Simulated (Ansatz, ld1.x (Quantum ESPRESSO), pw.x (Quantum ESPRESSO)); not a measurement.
**Cu (Z = 29): one change to the ultrasoft potential, in the atom and in the bcc crystal**

* Element: Cu
* Generator: ld1.x (Quantum ESPRESSO) 7.5
* Type: ultrasoft
* Functional: PBE
* Relativity: scalar-relativistic
* Frozen core: [Ar]
* Valence charge: 11
* Reference configuration: 3d10 4s1 4p0
* Partial waves: 4s (bound): rcut 2.30, rcutus 2.50 bohr; 4s channel at 4.25 Ry: rcut 2.30, rcutus 2.50 bohr; 4p (bound, empty): rcut 3.50, rcutus 4.25 bohr; 4p channel at 1.95 Ry: rcut 3.50, rcutus 4.25 bohr; 3d (bound): rcut 1.10, rcutus 1.55 bohr; 3d channel at 1.15 Ry: rcut 1.10, rcutus 1.55 bohr
* Local potential: all-electron potential smoothed inside 1.40 bohr (lloc = -2)
* Core correction: none
* Augmentation charge: PSQ, inside the norm-conserving radii

Change: waves 3d (bound): rcut 1.10, rcutus 2.02 bohr; 3d channel at 1.15 Ry: rcut 1.10, rcutus 2.02 bohr.

Cutoffs, loose and tight: the cutoffs (Ry, on a coarse ladder) from which the occupation-weighted sum of valence levels, in a spherical-Bessel basis at the reference potential, stays within 10 and 1 mRy of its value at 400 Ry. They do not see the model core or the augmentation charge, which bear on the density cutoff. Test errors are all-electron minus pseudo excitation energies from the reference, over the configurations 3d10 4s0 4p0; 3d9 4s0 4p0; 3d8 4s0 4p0; 3d9 4s1 4p0; 3d9 4s2 4p0; 3d9 4s1 4p1; 3d7 4s0 4p0; variants that change the core or the reference have their own tests.

Crystal test: bcc Cu in pw.x 7.5, no spin, 16³ k-points, Fermi–Dirac smearing 0.01 Ry, cutoffs set for each file from its atomic test. The reference is all-electron LAPW (Ansatz 0.2.0) with the same functional, mesh and smearing; V0 and B0 come from Birch–Murnaghan fits to the pressures at five volumes. Errors are pseudo minus all-electron; Δ is the rms difference of the E(V) curves that follow from these fits, minima aligned, over ±6 % about the mean V0. Mesh and smearing are coarse, so the numbers serve the comparison and aren't converged zero-temperature values; the lattice is a test structure that the element need not adopt.

All-electron: a0 = 2.885 Å (V0 = 12.01 Å³/atom), B0 = 138.4 GPa.

Q: Does the change bring the crystal closer to the all-electron result?

A: The mean pressure error goes from +3.51 to +5.43 GPa, so the change moves the solid further from the all-electron pressures.

| quantity | base | changed |
| --- | --- | --- |
| outcome (atom) | generated | generated |
| cutoff, loose (atom) | 45 Ry | 25 Ry |
| cutoff, tight (atom) | 80 Ry | 40 Ry |
| bound ghosts (atom) | none | none |
| largest test error (meV) (atom) | -102 | -2258 over the solved tests; 1 of 7 tests not solved or not reliable |
| cutoffs in pw.x (Ry) | 100/800 | 50/580 |
| a0 (Å) | 2.905 | 2.918 |
| a0 error (%) | +0.69 | +1.12 |
| B0 error (%) | -0.3 | -8.2 |
| Δ (meV/atom) | 8.3 | 12.7 |
| mean pressure error (GPa) | +3.51 | +5.43 |

Base: The largest radius (4.25 bohr) exceeds half the bond length (2.36 bohr), so the spheres overlap, which is one possible source of error among others. This is a poor potential for the solid. Changed file: The largest radius (4.25 bohr) exceeds half the bond length (2.36 bohr), so the spheres overlap, which is one possible source of error among others. This is a poor potential for the solid. Atomic configuration tests: 1 of 7 tests not solved or not reliable. The atomic cutoffs weigh occupied waves only.
